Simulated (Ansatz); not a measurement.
Recipe of this trial structure of AlN: 5-connected net, two elements spread over the vertices (P1, No. 1). Its size is a rough estimate.

```
Al N
1.0
     3.02906    0.00000    0.00000
     0.00000    4.41967    0.00000
     0.00000   -2.20984    3.82755
Al N
3 3
Direct
  0.15122 0.83286 0.76674
  0.65368 0.60455 0.50159
  0.98701 0.89703 0.39545
  0.48455 0.93387 0.16714
  0.81788 0.23326 0.06613
  0.32035 0.49841 0.10297
```

Method: Ansatz, DFT PBE, scalar-relativistic, plane waves, PAW. Cutoff 420 eV, Gaussian smearing, Γ-centred meshes. Cell and atoms relax first on a coarse mesh and then on a converged one. In between, the cell is made exact in the group found at 0.06 Å. The steps can't lower the symmetry of their start. No spin polarisation in the relaxation; trial moments died out in a coarse test.

A guess keeps its type if space group and coordination stay and the shape of the cell changes little (axis ratios within about 15 %, angles within 6°); the volume may change.

Task: Does this structure survive the relaxation?

Result: It doesn't keep its type. The symmetry stays P1 (No. 1). The volume per atom grows by 29.3 %, from 8.5 to 11.0 Å³. The shortest distance goes from 1.87 Å (Al–N, Al–Al and N–N) to 1.57 Å (N–N). Counting neighbours within 15 % of an atom's shortest distance, the start has Al 5, N 5 and the end Al 3/4, N 1/4. In detail, at the end Al on its first site is surrounded by 3 N at 1.94–2.07 Å; Al on its second site is surrounded by 3 N at 1.88–1.92 Å and 1 N at 2.22 Å; N on its first site is surrounded by 4 Al at 1.88–1.94 Å; 3 more sites not described.

```cif
data_structure
_symmetry_space_group_name_H-M 'P1'
_symmetry_Int_Tables_number 1
_cell_length_a 3.2578
_cell_length_b 4.7800
_cell_length_c 4.8904
_cell_angle_alpha 61.207
_cell_angle_beta 83.198
_cell_angle_gamma 86.327
_cell_volume 66.27
loop_
_atom_site_label
_atom_site_type_symbol
_atom_site_symmetry_multiplicity
_atom_site_Wyckoff_symbol
_atom_site_fract_x
_atom_site_fract_y
_atom_site_fract_z
_atom_site_occupancy
Al1 Al 1 a 0.33217 0.89672 0.90602 1
Al2 Al 1 a 0.58142 0.14589 0.27214 1
Al3 Al 1 a 0.93431 0.50257 0.48546 1
N1 N 1 a 0.44091 0.74255 0.33677 1
N2 N 1 a 0.98031 0.26695 0.91816 1
N3 N 1 a 0.14556 0.44531 0.08146 1
```

The last run used an 8×6×6 mesh (in the run's order of axes) for its 6-atom cell and Gaussian smearing of 0.02 eV. Another cell of AlN relaxed alike, in P6_3mc, lies 0.98 eV/atom lower, so this cell isn't the stable form at this level.

In counts of neighbours, a slash parts the counts of unlike sites.
